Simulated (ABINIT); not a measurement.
Planning a run of ABINIT 10.8.3 on SiC (F-43m). The input:

```
acell 3*1.0 Angstrom
rprim 
  -0.000000000000 2.179000000000 2.179000000000
  2.179000000000 -0.000000000000 2.179000000000
  2.179000000000 2.179000000000 -0.000000000000
ntypat 2
znucl 14 6
natom 2
typat 1 2
xred 
  0.000000000000 0.000000000000 0.000000000000
  0.250000000000 0.250000000000 0.250000000000
pp_dirpath "pseudos"
pseudos "Si.upf, C.upf"
ecut 37
ngkpt 6 6 6
nshiftk 1
shiftk 0 0 0
kptopt 1
chksymbreak 0
istwfk *1
occopt 1
irdwfk 1
optdriver 4
nband 29
gwcalctyp 10
ecutsigx 37
symsigma 1
nkptgw 16
kptgw 
  0.0000000000 0.0000000000 0.0000000000
  0.1666666667 0.0000000000 0.0000000000
  0.3333333333 0.0000000000 0.0000000000
  0.5000000000 0.0000000000 0.0000000000
  0.1666666667 0.1666666667 0.0000000000
  0.3333333333 0.1666666667 0.0000000000
  0.5000000000 0.1666666667 0.0000000000
  -0.3333333333 0.1666666667 0.0000000000
  -0.1666666667 0.1666666667 0.0000000000
  0.3333333333 0.3333333333 0.0000000000
  0.5000000000 0.3333333333 0.0000000000
  -0.3333333333 0.3333333333 0.0000000000
  0.5000000000 0.5000000000 0.0000000000
  0.5000000000 0.3333333333 0.1666666667
  -0.3333333333 0.3333333333 0.1666666667
  -0.3333333333 0.5000000000 0.1666666667
bdgw 
  1 8
  1 8
  1 8
  1 8
  1 8
  1 8
  1 8
  1 8
  1 8
  1 8
  1 8
  1 8
  1 8
  1 8
  1 8
  1 8
ecuteps 4.8
irdscr 1
ppmodel 1
irdqps 1
indata_prefix "in"
outdata_prefix "out"
tmpdata_prefix "tmp"
```

```sh
OMP_NUM_THREADS=1 mpirun -n 4 abinit run.abi > log
```

Q: Estimate wall time and host memory on 4 MPI ranks of Arm Neoverse V1, shared host.

It took 36 s; on shared hardware allow 18 s to 71 s. Peak host memory was 0.69 GiB.

[Paths, hosts, dates, memory and timing lines, banners, echoed tables and standing remarks are left out of the program output.]

[Logs are printed without paths, hosts, clocks, repeated set-up lines and the standing remarks that a program may print on its own settings, such as how far it seeks lower states.]

[Runs of the session that timed out or met a known fault of the program may be left out.]

[Hosts, paths, dates, database ids (printed as entryN), source tags and the programs' standing remarks are cut or masked in the printed files.]

[G0W0 gaps are taken among the corrected bands and points alone; a level outside them can change the order at an edge.]

[Where Ansatz stands beside ABINIT at settings called matched, ABINIT's density can come from a denser mesh and the files from another edition; pairs whose starting gaps differed by over 0.03 eV were left out, so agreement reads better than it is.]
